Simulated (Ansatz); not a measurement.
# GaAs: strong compression

The task here is to estimate one member of a computed series from the others.

Method: DFT PBE, with the methods named in each step, in Ansatz 0.2.0.

1 further run of the same task is left out (set aside as unsound or not needed).

### The structure to begin with

It takes space group Fm-3m (No. 225, cubic). Conventional cell: a = 5.019 Å, b = 5.019 Å, c = 5.019 Å, α = 90.00°, β = 90.00°, γ = 90.00°. Around Ga (site symmetry m-3m) lie 6 As at 2.51 Å. As (site symmetry m-3m) is surrounded by 6 Ga at 2.51 Å.

As a file:

```cif
data_structure
_symmetry_space_group_name_H-M 'Fm-3m'
_symmetry_Int_Tables_number 225
_cell_length_a 5.0188
_cell_length_b 5.0188
_cell_length_c 5.0188
_cell_angle_alpha 90.000
_cell_angle_beta 90.000
_cell_angle_gamma 90.000
_cell_volume 126.42
loop_
_atom_site_label
_atom_site_type_symbol
_atom_site_symmetry_multiplicity
_atom_site_Wyckoff_symbol
_atom_site_fract_x
_atom_site_fract_y
_atom_site_fract_z
_atom_site_occupancy
Ga1 Ga 4 a 0.00000 0.00000 0.00000 1
As1 As 4 b 0.50000 0.00000 0.00000 1
```

The file gives the conventional cell by its symmetry; the runs use the cell typed in the input.

Whether this phase is the stable one at these pressures isn't tested.

Atoms are numbered in the order of the input: Ga1, As2.

The first run:

File input.yaml:

```yaml
crystal:
  lattice:
    - [0.0, 2.5094205343, 2.5094205343]
    - [2.5094205343, 0.0, 2.5094205343]
    - [2.5094205343, 2.5094205343, 0.0]
  atoms:
    - { symbol: Ga, position: [0.0, 0.0, 0.0] }
    - { symbol: As, position: [0.5, 0.5, 0.5] }
kpoints:
  mp_grid: { grid: [15, 15, 15] }
scf:
  occupations: { method: fermi_dirac, width: 0.08 }
hamiltonian:
  xc: pbe
  pseudopotentials: { kind: paw }
output:
  forces: true
  stress: true
relax:
  f_tol: 0.005
  max_steps: 40
  cell: {}
```

On the command line:

```console
$ ansatz run input.yaml --threads 1 --pin off --max-ram 2048MiB --backend cpu --events-out ev --progress --plain --runs-dir out
```

Among the steps run: Cell relaxed at zero pressure, PAW; Volume scaled by 1, PAW; Volume scaled by 0.94, PAW; Volume scaled by 0.88, PAW; Volume scaled by 0.8, PAW; Volume scaled by 0.72, PAW; Volume scaled by 0.64, PAW; Volume scaled by 0.55, PAW; Volume scaled by 0.55, PAW (level accurate).

One table of the session follows, with a row left open; its other results are not shown here.

| method | volume over the first | volume (Å³/atom) | pressure (GPa) |
| --- | --- | --- | --- |
| PAW | 1 | 19.600 | 0.01 |
| PAW | 0.94 | 18.424 | 5.05 |
| PAW | 0.88 | 17.248 | 12.21 |
| PAW | 0.8 | 15.680 | 26.64 |
| PAW | 0.72 | 14.112 | 50.06 |
| PAW | 0.64 | ? | ? |
| PAW | 0.55 | 10.780 | 167.64 |
| PAW (level accurate) | 0.55 | 10.780 | 167.67 |

Q: Estimate the row for PAW, 0.64 from the others.

**Answer.** volume (Å³/atom): 12.544; pressure (GPa): 89.00. In the column «volume (Å³/atom)» it lies between PAW (level accurate), 0.55 (10.780) and PAW, 0.72 (14.112).

Limits of these values: Warnings in the runs' records: written density without core change.
